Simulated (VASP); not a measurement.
Calculation: Hartree-Fock, VASP's PBE PAW potentials (set 64) (plane waves; VASP).

VASP input:

File KPOINTS:
```
kpoints
0
Gamma
 6 6 6
0 0 0
```

**KPOINTS_OPT**
```
named points and PBE's band edges
8
Reciprocal
  0.000000   0.000000   0.000000 1 ! GAMMA
 -0.500000  -0.500000   0.000000 1 ! X
  0.000000   0.000000   0.500000 1 ! L
 -0.500000  -0.250000   0.250000 1 ! W
 -0.375000   0.000000   0.375000 1 ! K
 -0.375000  -0.375000   0.250000 1 ! U
  0.000000   0.000000   0.035710 1 ! near an edge
  0.000000   0.000000   0.464290 1 ! near an edge
```

### POSCAR
```
AlSb
1
    0.0000000000     3.1159988105     3.1159988105
    3.1159988105     0.0000000000     3.1159988105
    3.1159988105     3.1159988105     0.0000000000
Al Sb
1 1
Direct
  0.0000000000   0.0000000000   0.0000000000
  0.2500000000   0.2500000000   0.2500000000
```

**INCAR**
```
AEXX = 1.0
AGGAC = 0.0
ALDAC = 0.0
ALGO = Normal
EDIFF = 1E-6
ENCUT = 520
GGA = PE
HFRCUT = -1
ISIF = 2
ISMEAR = 0
ISYM = 3
LASPH = T
LCHARG = F
LHFCALC = T
LMAXMIX = 4
LREAL = F
LWAVE = F
NELM = 60
PREC = Accurate
PRECFOCK = Fast
SIGMA = 0.05
SYSTEM = AlSb
```

POTCAR, in this order: Al Sb (PBE.64 set). Program: vasp_std. Read from the step before: WAVECAR.

What VASP printed:

File OUTCAR:
```
 ion  position               nearest neighbor table
   1  0.000  0.000  0.000-   2 2.70   2 2.70   2 2.70   2 2.70
   2  0.250  0.250  0.250-   1 2.70   1 2.70   1 2.70   1 2.70
  LATTYP: Found a face centered cubic cell.
 ALAT       =     6.2319976210
 Subroutine PRICEL returns:
 Original cell was already a primitive cell.
 Subroutine GETGRP returns: Found 24 space group operations
The static configuration has the point symmetry T_d .
The dynamic configuration has the point symmetry T_d .
 Subroutine INISYM returns: Found 24 space group operations
 Subroutine IBZKPT returns following result:
 Found     16 irreducible k-points:

 Following reciprocal coordinates:
            Coordinates               Weight
  0.000000  0.000000  0.000000      1.000000
  0.166667  0.000000  0.000000      8.000000
  0.333333  0.000000  0.000000      8.000000
  0.500000  0.000000  0.000000      4.000000
  0.166667  0.166667  0.000000      6.000000
  0.333333  0.166667  0.000000     24.000000
  0.500000  0.166667  0.000000     24.000000
 -0.333333  0.166667  0.000000     24.000000
 -0.166667  0.166667  0.000000     12.000000
  0.333333  0.333333  0.000000      6.000000
  0.500000  0.333333  0.000000     24.000000
 -0.333333  0.333333  0.000000     12.000000
  0.500000  0.500000  0.000000      3.000000
  0.500000  0.333333  0.166667     24.000000
 -0.333333  0.333333  0.166667     24.000000
 -0.333333  0.500000  0.166667     12.000000
 Subroutine IBZKPT_HF returns following result:
   k-points           NKPTS =     16   k-points in BZ     NKDIM =    216   number of bands    NBANDS=      8
   number of dos      NEDOS =    301   number of ions     NIONS =      2
   total plane-waves  NPLWV =  46656
   dimension x,y,z NGX =    36 NGY =   36 NGZ =   36
   dimension x,y,z NGXF=    72 NGYF=   72 NGZF=   72
   ions per type =               1   1
   PREC   = accura    normal or accurate (medium, high low for compatibility)
   ISTART =      1    job   : 0-new  1-cont  2-samecut
   ICHARG =      0    charge: 1-file 2-atom 10-const
   ISPIN  =      1    spin polarized calculation?
   LNONCOLLINEAR =      F non collinear calculations
   LSORBIT =      F    spin-orbit coupling
   INIWAV =      1    electr: 0-lowe 1-rand  2-diag
   ENCUT  =  520.0 eV  38.22 Ry    6.18 a.u.   8.19  8.19  8.19*2*pi/ulx,y,z
   NELM   =     60;   NELMIN=  2; NELMDL=  0     # of ELM steps
   EDIFF  = 0.1E-05   stopping-criterion for ELM
   LREAL  =      F    real-space projection
   NLSPLINE    = F    spline interpolate recip. space projectors
   LMAXMIX     =    4 max onsite mixed and CHGCAR
   VOSKOWN=      0    Vosko Wilk Nusair interpolation
   EDIFFG = 0.1E-04   stopping-criterion for IOM
   NSW    =      0    number of steps for IOM
   NBLOCK =      1;   KBLOCK =      1    inner block; outer block
   IBRION =     -1    ionic relax: 0-MD 1-quasi-New 2-CG
   NFREE  =      0    steps in history (QN), initial steepest desc. (CG)
   ISIF   =      2    stress and relaxation
   ISYM   =      3    0-nonsym 1-usesym 2-fastsym
   TEIN   =    0.0    initial temperature
   TEBEG  =    0.0;   TEEND  =   0.0 temperature during run
   SMASS  =  -3.00    Nose mass-parameter (am)
   PSTRESS=    0.0 pullay stress
   NELECT =       8.0000    total number of electrons
   EFERMI =   0.00;   METHOD = LEGACY
   ISMEAR =     0;   SIGMA  =   0.05  broadening in eV -4-tet -1-fermi 0-gaus
   IALGO  =     38    algorithm
   LDIAG  =      T    sub-space diagonalisation (order eigenvalues)
   IMIX   =      1    mixing-type and parameters
     AMIX     =   0.40;   BMIX     =  1.00
     AMIX_MAG =   1.60;   BMIX_MAG =  1.00
     AMIN     =   0.10
   GGA     = PE    functional components
   VOSKOWN =     0    Vosko Wilk Nusair interpolation
...
```

### OSZICAR
```
       N       E                     dE             d eps       ncg     rms          rms(c)
DAV:   1    -0.329565919740E+02   -0.32957E+02   -0.18594E+02   496   0.470E+01    0.432E+03
DAV:   2    -0.498494079897E+02   -0.16893E+02   -0.52248E+01   408   0.320E+01    0.612E+03
DAV:   3    -0.447593279621E+02    0.50901E+01   -0.28772E+00   400   0.129E+01    0.397E+03
DAV:   4    -0.417264684503E+02    0.30329E+01   -0.12767E+01   384   0.209E+01    0.906E+02
DAV:   5    -0.437575260415E+02   -0.20311E+01   -0.11710E+01   296   0.183E+01    0.108E+03
DAV:   6    -0.444598064709E+02   -0.70228E+00   -0.26803E+00   416   0.860E+00    0.129E+03
DAV:   7    -0.439349989525E+02    0.52481E+00   -0.87273E-02   480   0.265E+00    0.766E+02
DAV:   8    -0.437094384765E+02    0.22556E+00   -0.78305E-01   376   0.485E+00    0.126E+02
DAV:   9    -0.438311962842E+02   -0.12176E+00   -0.84784E-01   400   0.475E+00    0.292E+02
DAV:  10    -0.439067143927E+02   -0.75518E-01   -0.28146E-01   424   0.272E+00    0.383E+02
DAV:  11    -0.438787526318E+02    0.27962E-01   -0.18120E-02   408   0.927E-01    0.256E+02
DAV:  12    -0.438554666907E+02    0.23286E-01   -0.46074E-02   368   0.123E+00    0.791E+01
DAV:  13    -0.438611217980E+02   -0.56551E-02   -0.63682E-02   400   0.131E+00    0.594E+01
DAV:  14    -0.438679099276E+02   -0.67881E-02   -0.26806E-02   416   0.836E-01    0.950E+01
DAV:  15    -0.438669809655E+02    0.92896E-03   -0.32116E-03   480   0.325E-01    0.710E+01
DAV:  16    -0.438650659451E+02    0.19150E-02   -0.24579E-03   384   0.302E-01    0.263E+01
DAV:  17    -0.438651615638E+02   -0.95619E-04   -0.43525E-03   384   0.344E-01    0.137E+01
DAV:  18    -0.438656913853E+02   -0.52982E-03   -0.23042E-03   392   0.243E-01    0.262E+01
DAV:  19    -0.438657060107E+02   -0.14625E-04   -0.35961E-04   480   0.101E-01    0.217E+01
DAV:  20    -0.438655612037E+02    0.14481E-03   -0.11015E-04   376   0.723E-02    0.976E+00
DAV:  21    -0.438655454993E+02    0.15704E-04   -0.28275E-04   360   0.904E-02    0.163E+00
DAV:  22    -0.438655846230E+02   -0.39124E-04   -0.18465E-04   376   0.704E-02    0.618E+00
DAV:  23    -0.438655923472E+02   -0.77242E-05   -0.36587E-05   440   0.325E-02    0.594E+00
DAV:  24    -0.438655824178E+02    0.99294E-05   -0.38773E-06   408   0.150E-02    0.315E+00
DAV:  25    -0.438655798606E+02    0.25572E-05   -0.17241E-05   408   0.221E-02    0.323E-01
DAV:  26    -0.438655823250E+02   -0.24643E-05   -0.14371E-05   448   0.188E-02    0.144E+00
DAV:  27    -0.438655830611E+02   -0.73611E-06   -0.29272E-06   152   0.974E-03
   1 F= -.43865583E+02 E0= -.43865583E+02  d E =-.777253E-16
       N       E                     dE             ncg
```

### OUTCAR
```
------------------------ aborting loop because EDIFF is reached ----------------------------------------
  FORCE on cell =-STRESS in cart. coord.  units (eV):
  Direction    XX          YY          ZZ          XY          YZ          ZX
  --------------------------------------------------------------------------------------
  Total       -8.5174211     -8.5174211     -8.5174211      0.0000000      0.0000000     -0.0000000
  in kB     -225.5261248   -225.5261248   -225.5261248      0.0000000      0.0000000     -0.0000000
  external PRESSURE =    -225.5261248 kB  Pullay stress =       0.0000000 kB
  volume of cell :       60.51
      direct lattice vectors                 reciprocal lattice vectors
     0.000000000  3.115998810  3.115998810    -0.160462192  0.160462192  0.160462192
     3.115998810  0.000000000  3.115998810     0.160462192 -0.160462192  0.160462192
     3.115998810  3.115998810  0.000000000     0.160462192  0.160462192 -0.160462192
 POSITION                                       TOTAL-FORCE (eV/Angst)
 -----------------------------------------------------------------------------------
      0.00000      0.00000      0.00000        -0.000000     -0.000000     -0.000000
      1.55800      1.55800      1.55800         0.000000      0.000000      0.000000
 -----------------------------------------------------------------------------------
    total drift:                                0.000135     -0.000030      0.000041
  FREE ENERGIE OF THE ION-ELECTRON SYSTEM (eV)
  ---------------------------------------------------
  free  energy   TOTEN  =       -43.8655830611 eV

  energy  without entropy=      -43.8655830611  energy(sigma->0) =      -43.86558306

  exchange ACFDT corr.  =         0.00000000  see jH, gK, PRB 81, 115126
```
(Selected blocks of OUTCAR.)

The compound is AlSb in the zinc blende structure. It was relaxed first.
